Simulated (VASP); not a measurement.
**Zn: single point with PBEsol**

Crystal: Zn.

```
Zn
1.0
     0.00399    2.00457    1.96702
     1.95665   -0.00432    1.97532
     1.92741    1.98363    0.02492
Zn
1
Direct
  0.97223 0.01156 0.01002
```

The cell isn't the ideal one: cell strained at random at fixed volume.

* Program: VASP 6.6.1
* Task: single point
* Functional: PBEsol
* Potentials or basis: VASP PAW PBE potentials, release 64 (Zn)
* Cutoff: 520 eV
* k mesh: 12 × 12 × 12
* Occupations: fermi-dirac, width 0.05 eV
* Spin: no spin polarisation

* Pressure: -4.7 GPa
* Band gap on the k mesh: none (metal or under the smearing width)

Stress tensor (GPa, compression positive):
```
-4.60 -0.69  0.62
-0.69 -5.31  0.48
 0.62  0.48 -4.25
```

Levels at points of the mesh, in eV from the Fermi level:
| k point | band 2 | band 3 | band 4 | band 5 | band 6 | band 7 | band 8 | band 9 | band 10 | band 11 |
| --- | --- | --- | --- | --- | --- | --- | --- | --- | --- | --- |
| (0.00, 0.00, 0.00) | -7.58 | -7.54 | -7.48 | -7.18 | -7.12 | 17.90 | 18.16 | 18.50 | 19.36 | 20.77 |
| (0.50, 0.00, 0.00) | -7.55 | -7.52 | -6.89 | -6.84 | -2.87 | -1.35 | 15.10 | 15.53 | 17.57 | 18.87 |
| (0.00, 0.50, 0.00) | -7.59 | -7.48 | -6.88 | -6.86 | -2.92 | -1.47 | 14.93 | 15.84 | 17.86 | 18.64 |
| (0.50, 0.50, 0.00) | -8.14 | -6.88 | -6.81 | -6.77 | -0.90 | 1.86 | 8.14 | 8.68 | 12.05 | 13.29 |
| (0.00, 0.00, 0.50) | -7.56 | -7.52 | -6.87 | -6.84 | -2.73 | -1.06 | 14.58 | 15.23 | 17.32 | 18.42 |
| (0.50, 0.00, 0.50) | -8.15 | -6.88 | -6.80 | -6.79 | -1.21 | 1.40 | 8.44 | 9.14 | 12.33 | 13.74 |
| (0.00, 0.50, 0.50) | -8.14 | -6.88 | -6.81 | -6.77 | -0.74 | 2.09 | 8.04 | 8.39 | 11.91 | 13.04 |
| (0.50, 0.50, 0.50) | -7.59 | -7.48 | -6.88 | -6.85 | -2.90 | -1.41 | 14.83 | 15.84 | 17.74 | 18.57 |

Run time: 62 s on 1 thread of Intel(R) Xeon(R) 6975P-C (Granite Rapids), with other jobs on the host, peak memory 0.26 GiB.

Caveat: the PAW data sets were made with another functional, which shifts forces and pressure a little.
